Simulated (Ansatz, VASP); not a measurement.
**TlBr: VASP beside Ansatz**

```
CELL_PARAMETERS angstrom
3.98000 0.00000 0.00000
0.00000 3.98000 0.00000
0.00000 0.00000 3.98000
ATOMIC_POSITIONS crystal
Tl 0.00000 0.00000 0.00000
Br 0.50000 0.50000 0.50000
```

Alike in both runs: task relaxation of cell and atoms; functional PBE; k mesh 8 × 8 × 8; occupations gaussian, width 0.02 eV; no spin polarisation.

|  | VASP | Ansatz |
| --- | --- | --- |
| version | VASP 6.6.1 | Ansatz 0.2.0 |
| potentials or method | VASP PAW PBE potentials, release 64 (Tl_d, Br) | scalar-relativistic, plane waves, PAW |
| plane-wave cutoff (eV) | 600 | 420 |
| valence electrons in the cell | 20 | 20 |

Ansatz gave:

| Quantity | Value |
| --- | --- |
| gap on the k mesh at the Fermi level, each at its own relaxed structure (eV) | 1.99 |
| relaxed volume (Å³/atom) | 33.28 |
| relaxed cell length with the largest relative difference (Å) | 4.053 |
| energy change over the relaxation (meV/atom) | -6 |

Task: What did VASP give for the same quantities?

Result: gap on the k mesh at the Fermi level, each at its own relaxed structure (eV): 2.00; relaxed volume (Å³/atom): 33.23; relaxed cell length with the largest relative difference (Å): 4.051; energy change over the relaxation (meV/atom): -6.

Caveats: spin-orbit coupling is left out, which as a rule narrows the gap of such compounds by several tenths of an eV. Zero-point motion and thermal expansion aren't in these numbers. PBE usually gives volumes a little too large and moduli too small.
